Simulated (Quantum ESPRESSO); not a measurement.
# ZrC (P1) in Quantum ESPRESSO: reference runs

Reference runs on ZrC: the cell as given.

Program: Quantum ESPRESSO 7.5. These are calculated values, not measurements. Logs are shortened: lines on timing, memory, paths and dates and some standing lists are left out, and cuts for length are marked.

## Step 1: The structure

The typed cell holds 4 atoms: a = 3.177 Å, b = 3.202 Å, c = 5.102 Å, α = 87.84°, β = 93.55°, γ = 96.76°.

## Step 2: Single point, PBE

File pw.in:

```
&CONTROL
  calculation = 'scf'
  prefix = 'pwscf'
  outdir = './tmp'
  pseudo_dir = './pseudo'
  tprnfor = .true.
  tstress = .true.
  disk_io = 'nowf'
/
&SYSTEM
  ibrav = 0
  nat = 4
  ntyp = 2
  ecutwfc = 55
  ecutrho = 440
  nbnd = 24
  occupations = 'smearing'
  smearing = 'fd'
  degauss = 0.00367493
/
&ELECTRONS
  conv_thr = 8d-10
  electron_maxstep = 120
  mixing_beta = 0.5
/
ATOMIC_SPECIES
Zr    91.2240 Zr_pbe_v1.uspp.F.UPF
C     12.0110 C.pbe-n-kjpaw_psl.1.0.0.UPF
CELL_PARAMETERS angstrom
  -0.1031204800   -2.3733996200   -2.1089410100
   0.0611475300    2.3921154200   -2.1276568100
   5.0991471400    0.1642680100    0.0419729600
ATOMIC_POSITIONS crystal
Zr     0.5000871300    0.4984999900    0.0035648300
Zr     0.0036826500    0.0003167500    0.4966766800
C      0.4978297400    0.4988815800    0.5012026700
C      0.9984004800    0.0023016900    0.9985558300
K_POINTS automatic
8 8 5 0 0 0
```

Potentials or basis: SSSP 1.3 efficiency PBE.

Run with:

```console
$ OMP_NUM_THREADS=1 pw.x -in pw.in > pw.out
```

pw.out:

```text
This program is part of the open-source Quantum ESPRESSO suite
     for quantum simulation of materials; please cite
         "P. Giannozzi et al., J. Phys.:Condens. Matter 21 395502 (2009);
         "P. Giannozzi et al., J. Phys.:Condens. Matter 29 465901 (2017);
         "P. Giannozzi et al., J. Chem. Phys. 152 154105 (2020);
     in publications or presentations arising from this work. More details at

     file C.pbe-n-kjpaw_psl.1.0.0.UPF: wavefunction(s)  2S 2P renormalized

     G-vector sticks info
     --------------------
     sticks:   dense  smooth     PW     G-vecs:    dense   smooth      PW
     Sum        1261     637    189                54021    19103    3273

     Using Slab Decomposition

     bravais-lattice index     =            0
     lattice parameter (alat)  =       6.0031  a.u.
     unit-cell volume          =     346.9482 (a.u.)^3
     number of atoms/cell      =            4
     number of atomic types    =            2
     number of electrons       =        32.00
     number of Kohn-Sham states=           24
     kinetic-energy cutoff     =      55.0000  Ry
     charge density cutoff     =     440.0000  Ry
     scf convergence threshold =      8.0E-10
     mixing beta               =       0.5000
     number of iterations used =            8  plain     mixing
     Exchange-correlation= SLA  PW   PBX  PBC
                           (   1   4   3   4   0   0   0)

     celldm(1)=   6.003054  celldm(2)=   0.000000  celldm(3)=   0.000000
     celldm(4)=   0.000000  celldm(5)=   0.000000  celldm(6)=   0.000000

     crystal axes: (cart. coord. in units of alat)
               a(1) = (  -0.032462  -0.747132  -0.663882 )
               a(2) = (   0.019249   0.753024  -0.669774 )
               a(3) = (   1.605182   0.051711   0.013213 )

     reciprocal axes: (cart. coord. in units 2 pi/alat)
               b(1) = (  0.027799 -0.670513 -0.753056 )
               b(2) = ( -0.015250  0.664190 -0.746733 )
               b(3) = (  0.623728 -0.021525 -0.006275 )

     PseudoPot. # 1 for Zr read from file:
     Zr_pbe_v1.uspp.F.UPF
     Pseudo is Ultrasoft + core correction, Zval = 12.0
     Generated by new atomic code, or converted to UPF format
     Using radial grid of  887 points,  6 beta functions with:
                l(1) =   0
                l(2) =   0
                l(3) =   1
                l(4) =   1
                l(5) =   2
                l(6) =   2
     Q(r) pseudized with  6 coefficients,  rinner =    1.200   1.200   1.200
                                                       1.200   1.200

     PseudoPot. # 2 for C  read from file:
     C.pbe-n-kjpaw_psl.1.0.0.UPF
     Pseudo is Projector augmented-wave + core cor, Zval =  4.0
     Generated using "atomic" code by A. Dal Corso  v.5.1
     Shape of augmentation charge: PSQ
     Using radial grid of 1073 points,  4 beta functions with:
                l(1) =   0
                l(2) =   0
                l(3) =   1
                l(4) =   1
     Q(r) pseudized with 0 coefficients

     atomic species   valence    mass     pseudopotential
     Zr               12.00    91.22400     Zr( 1.00)
     C                 4.00    12.01100     C ( 1.00)

     No symmetry found

   Cartesian axes

     site n.     atom                  positions (alat units)
         1        Zr     tau(   1) = (  -0.0009159   0.0019355  -0.6658341  )
         2        Zr     tau(   2) = (   0.7971428   0.0231705   0.0039055  )
         3        C      tau(   3) = (   0.7979638   0.0296426  -0.6580159  )
         4        C      tau(   4) = (   1.5704979  -0.6925681  -0.6511682  )

     number of k points=   162  Fermi-Dirac smearing, width (Ry)=  0.0037

     Number of k-points >= 100: set verbosity='high' to print them.

     Dense  grid:    54021 G-vectors     FFT dimensions: (  45,  45,  72)

     Smooth grid:    19103 G-vectors     FFT dimensions: (  30,  30,  45)

     Check: negative core charge=   -0.000001

     Initial potential from superposition of free atoms

     starting charge      31.9956, renormalised to      32.0000

     negative rho (up, down):  1.204E-01 0.000E+00
     Starting wfcs are   34 randomized atomic wfcs

     Self-consistent Calculation

     iteration #  1     ecut=    55.00 Ry     beta= 0.50
     Davidson diagonalization with overlap
     ethr =  1.00E-02,  avg # of iterations =  2.0

     negative rho (up, down):  1.241E-01 0.000E+00

     total energy              =    -234.83048164 Ry
     estimated scf accuracy    <       1.33540011 Ry

     iteration #  2     ecut=    55.00 Ry     beta= 0.50
     Davidson diagonalization with overlap
     ethr =  4.17E-03,  avg # of iterations =  2.5

     negative rho (up, down):  1.246E-01 0.000E+00

     total energy              =    -235.24488477 Ry
     estimated scf accuracy    <       0.70584625 Ry

     iteration #  3     ecut=    55.00 Ry     beta= 0.50
     Davidson diagonalization with overlap
     ethr =  2.21E-03,  avg # of iterations =  2.0

     negative rho (up, down):  1.256E-01 0.000E+00

     total energy              =    -235.34622606 Ry
     estimated scf accuracy    <       0.01196845 Ry

     iteration #  4     ecut=    55.00 Ry     beta= 0.50
     Davidson diagonalization with overlap
     ethr =  3.74E-05,  avg # of iterations =  4.1

     negative rho (up, down):  1.264E-01 0.000E+00

     total energy              =    -235.35060800 Ry
     estimated scf accuracy    <       0.00284842 Ry

     iteration #  5     ecut=    55.00 Ry     beta= 0.50
     Davidson diagonalization with overlap
     ethr =  8.90E-06,  avg # of iterations =  2.7

     negative rho (up, down):  1.265E-01 0.000E+00

     total energy              =    -235.35102014 Ry
     estimated scf accuracy    <       0.00013486 Ry

     iteration #  6     ecut=    55.00 Ry     beta= 0.50
     Davidson diagonalization with overlap
     ethr =  4.21E-07,  avg # of iterations =  2.9

     negative rho (up, down):  1.266E-01 0.000E+00

     total energy              =    -235.35104668 Ry
     estimated scf accuracy    <       0.00006767 Ry

     iteration #  7     ecut=    55.00 Ry     beta= 0.50
     Davidson diagonalization with overlap
     ethr =  2.11E-07,  avg # of iterations =  1.6

     negative rho (up, down):  1.266E-01 0.000E+00

     total energy              =    -235.35105773 Ry
     estimated scf accuracy    <       0.00001207 Ry

     iteration #  8     ecut=    55.00 Ry     beta= 0.50
     Davidson diagonalization with overlap
     ethr =  3.77E-08,  avg # of iterations =  2.0

     negative rho (up, down):  1.266E-01 0.000E+00

     total energy              =    -235.35105967 Ry
     estimated scf accuracy    <       0.00000302 Ry

     iteration #  9     ecut=    55.00 Ry     beta= 0.50
     Davidson diagonalization with overlap
     ethr =  9.43E-09,  avg # of iterations =  1.1

     negative rho (up, down):  1.266E-01 0.000E+00

     total energy              =    -235.35105996 Ry
     estimated scf accuracy    <       0.00000017 Ry

     iteration # 10     ecut=    55.00 Ry     beta= 0.50
     Davidson diagonalization with overlap
     ethr =  5.26E-10,  avg # of iterations =  2.8

     negative rho (up, down):  1.266E-01 0.000E+00

     total energy              =    -235.35106002 Ry
     estimated scf accuracy    <       0.00000001 Ry

     iteration # 11     ecut=    55.00 Ry     beta= 0.50
     Davidson diagonalization with overlap
     ethr =  4.61E-11,  avg # of iterations =  2.0

     negative rho (up, down):  1.266E-01 0.000E+00

     total energy              =    -235.35106002 Ry
     estimated scf accuracy    <          2.6E-09 Ry

     iteration # 12     ecut=    55.00 Ry     beta= 0.50
     Davidson diagonalization with overlap
     ethr =  8.22E-12,  avg # of iterations =  2.0

     negative rho (up, down):  1.266E-01 0.000E+00

     End of self-consistent calculation

     Number of k-points >= 100: set verbosity='high' to print the bands.

     the Fermi energy is    15.2451 ev

!    total energy              =    -235.35106002 Ry
     estimated scf accuracy    <          1.1E-10 Ry
     smearing contrib. (-TS)   =      -0.00050552 Ry
     internal energy E=F+TS    =    -235.35055450 Ry

     The total energy is F=E-TS. E is the sum of the following terms:
     one-electron contribution =     -15.60821302 Ry
     hartree contribution      =      25.87998741 Ry
     xc contribution           =     -45.03239560 Ry
     ewald contribution        =    -188.23915975 Ry
     one-center paw contrib.   =     -12.35077354 Ry

     convergence has been achieved in  12 iterations

     negative rho (up, down):  1.266E-01 0.000E+00

     Forces acting on atoms (cartesian axes, Ry/au):

     atom    1 type  1   force =    -0.01268539    0.00276756   -0.00295765
     atom    2 type  1   force =     0.01295964    0.00067526    0.01192532
     atom    3 type  2   force =    -0.00593333   -0.00105710   -0.01131177
     atom    4 type  2   force =     0.00565908   -0.00238573    0.00234410

     Total force =     0.026371     Total SCF correction =     0.000002

     Computing stress (Cartesian axis) and pressure

     negative rho (up, down):  1.266E-01 0.000E+00
          total   stress  (Ry/bohr**3)                   (kbar)     P=      147.74
  -0.00121301  -0.00056816  -0.00013304         -178.44      -83.58      -19.57
  -0.00056816  -0.00001619   0.00007422          -83.58       -2.38       10.92
  -0.00013304   0.00007422   0.00424215          -19.57       10.92      624.04

=------------------------------------------------------------------------------=
   JOB DONE.
=------------------------------------------------------------------------------=
```

It took 1.8 min on 1 thread of Intel Xeon Platinum 8488C (Sapphire Rapids), shared host; peak memory 0.38 GiB.

Results:

| Property | Result |
| --- | --- |
| Free energy | -3202.1143 eV |
| Pressure | 14.8 GPa |
| Largest force | 0.453 eV/Å |
| Band gap on the k mesh | none (metal or under the smearing width) |

Forces on the atoms (eV/Å):
```
Zr  -0.326  0.071 -0.076
Zr   0.333  0.017  0.307
C   -0.153 -0.027 -0.291
C    0.146 -0.061  0.060
```

Levels at points of the mesh, in eV from the Fermi level:
```csv
k point,band 14,band 15,band 16,band 17,band 18,band 19
"(0.00, 0.00, 0.00)",0.21,0.38,0.79,0.99,1.21,1.33
"(0.00, -0.50, 0.00)",-3.10,-2.98,-2.97,3.19,3.19,4.13
"(-0.50, 0.00, 0.00)",-3.09,-3.06,-3.05,3.14,3.14,4.07
"(-0.50, -0.50, 0.00)",-0.81,-0.69,-0.26,-0.20,0.85,3.37
```
